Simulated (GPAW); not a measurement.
The system is Be.

```xyz
2
Lattice="2.2853 0.0000 0.0000 -1.1426 1.9791 0.0000 0.0000 0.0000 3.5842" Properties=species:S:1:pos:R:3 pbc="T T T"
Be    1.1427    0.6597    2.6882
Be    0.0000    1.3194    0.8961
```

* Program: GPAW 26.7.0
* Task: relaxation of cell and atoms
* Functional: PBEsol
* Dispersion: D3
* Potentials or basis: PAW data sets generated in the run's folder for this functional
* Cutoff: 800 eV
* Basis: pw
* k mesh: 11 × 11 × 6
* Occupations: fermi-dirac, width 0.05 eV
* Spin: no spin polarisation

At the start: pressure -8.2 GPa; volume 8.11 Å³/atom.

**Question.** How do energy, volume and symmetry change on relaxing?

**Answer.** Over 14 steps the energy falls by 15.4 meV/atom and the volume is 7.53 Å³/atom (-7.1 %); space group P6_3/mmc (No. 194, to 0.05 Å).

The path:
```tsv
step	energy change (eV)	largest force (eV/Å)	pressure (GPa)	volume (Å³)
1	0.0000	0.0000	-8.20	16.21
2	-0.0050	0.0000	-7.57	16.11
3	-0.0134	0.0000	-6.32	15.92
4	-0.0224	0.0000	-4.50	15.66
5	-0.0289	0.0000	-2.16	15.35
6	-0.0308	0.0000	0.53	15.02
7	-0.0308	0.0000	0.52	15.02
8	-0.0308	0.0000	0.49	15.03
9	-0.0308	0.0000	0.45	15.03
10	-0.0308	0.0000	0.41	15.04
11	-0.0308	0.0000	0.35	15.04
12	-0.0308	0.0000	0.28	15.05
13	-0.0309	0.0000	0.21	15.06
14	-0.0309	0.0000	0.12	15.07
```

Final structure:
```xyz
2
Lattice="2.2249 0.0000 0.0000 -1.1125 1.9268 0.0000 0.0000 0.0000 3.5146" Properties=species:S:1:pos:R:3 pbc="T T T"
Be    1.1125    0.6423    2.6359
Be    0.0000    1.2846    0.8786
```

Caveat: later steps reuse the first step's grids; pairwise dispersion overbinds metals, which lowers pressure and volume.
